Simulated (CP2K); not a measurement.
Crystal: AlN.

```
Al N
1.0
     3.11300    0.00000    0.00000
    -1.55650    2.69594    0.00000
     0.00000    0.00000    4.98100
Al N
2 2
Direct
  0.66667 0.33333 0.50000
  0.33333 0.66667 0.00000
  0.66667 0.33333 0.88000
  0.33333 0.66667 0.38000
```

Program: CP2K 2026.2. Alike in all runs: task band structure; no spin polarisation; cell as given; k mesh 10 × 10 × 6.

**Question.** Order these runs on this cell by their pressure, lowest first.
A. level PBEsol; potentials or basis POTENTIAL_UZH Al GTH-PBE-q3, N GTH-PBE-q5; TZVP-MOLOPT-PBE-GTH basis; smearing fermi-dirac 0.01 eV; NGRIDS 5; points a segment of the path (NPOINTS) 10; bands added on the path 4; CUTOFF of the grids 450 Ry
B. level LDA; potentials or basis GTH_POTENTIALS Al GTH-PADE-q3, N GTH-PADE-q5; TZVP-MOLOPT-PBE-GTH basis; smearing fermi-dirac 0.05 eV; NGRIDS 5; points a segment of the path (NPOINTS) 8; bands added on the path 2; CUTOFF of the grids 450 Ry
C. level r2SCAN; potentials or basis POTENTIAL_UZH Al GTH-SCAN-q3, N GTH-SCAN-q5; TZVP-MOLOPT-SCAN-GTH basis; smearing fermi-dirac 0.0259 eV; NGRIDS 4; points a segment of the path (NPOINTS) 10; bands added on the path 2; CUTOFF of the grids 675 Ry

**Answer.** B (-5.8 GPa), C (-3.4 GPa), A (2.4 GPa).

Caveats: the basis of atomic orbitals isn't converged, which shifts pressures, moduli and gaps; the potentials were made for another functional, which shifts forces and pressure (some runs).

Runs at the PBE level aren't shown here.
